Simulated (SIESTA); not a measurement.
## SiO2 under changes of volume

One of the cells (17.411 Å³/atom); the others are scaled copies at fixed shape and fractional positions:

```
CELL_PARAMETERS angstrom
-4.47204 4.47204 2.61177
4.47204 -4.47204 2.61177
4.47204 4.47204 -2.61177
ATOMIC_POSITIONS crystal
Si 0.82311 0.82311 0.64622
Si 0.17689 0.82311 0.00000
Si 0.82311 0.17689 0.00000
Si 0.17689 0.17689 0.35378
O 0.00000 0.79145 0.79145
O 0.20855 0.00000 0.20855
O 0.79145 0.00000 0.79145
O 0.00000 0.20855 0.20855
O 0.00000 0.00000 0.50000
O 0.50000 0.00000 0.00000
O 0.00000 0.50000 0.00000
O 0.50000 0.50000 0.50000
```

The cell comes from a database or a generator and needn't be the stable form of this composition.

| Property | Result |
| --- | --- |
| Program | SIESTA 5.4.2 |
| Functional | LDA |
| Potentials or basis | PseudoDojo 0.4 standard (LDA files) |
| Basis | DZP (energy shift 0.003 Ry) |
| Grid cutoff | 800 Ry |
| Energy shift | 0.003 Ry |
| k mesh | 4 × 4 × 4 |
| Occupations | fermi-dirac, width 0.05 eV |
| Spin | no spin polarisation |

```tsv
volume (Å³/atom)	energy over the lowest point (meV/atom)	pressure (GPa)	gap on the mesh (eV)	largest force (eV/Å)
16.366	?	?	?	?
16.715	17.00	7.2	6.91	0.445
17.063	5.09	3.9	6.80	0.309
17.411	0.00	0.9	6.62	0.196
17.759	1.08	-1.8	6.38	0.204
18.108	7.76	-4.3	6.13	0.214
18.456	19.54	-6.5	5.88	0.223
```

Q: What does the run at 16.366 Å³/atom give?

A: Energy over the lowest point 36.43 meV/atom; pressure 10.8 GPa; gap on the mesh 6.97 eV; largest force 0.592 eV/Å.

Worked out: A Birch-Murnaghan fit of order 3 (a polynomial in V^(-2/3)) to the other rows has its minimum at 17.52 Å³/atom with B0 = V·E''(V) = 139 GPa and B' = 3.9 at fixed shape and positions, which overstates the stiffness. It gives 36.48 meV/atom at 16.366 Å³/atom, against the run's 36.43, and -dE/dV = 10.8 GPa, against 10.8. A parabola through the other rows of the gap, of slope -3.56 eV per unit of ln V there, extrapolates to 7.02 eV, against the run's 6.97.

Energies are extrapolated to zero smearing.

Caveats: the basis of atomic orbitals isn't converged, which shifts pressures, moduli and gaps.

A mesh can miss the band edges.
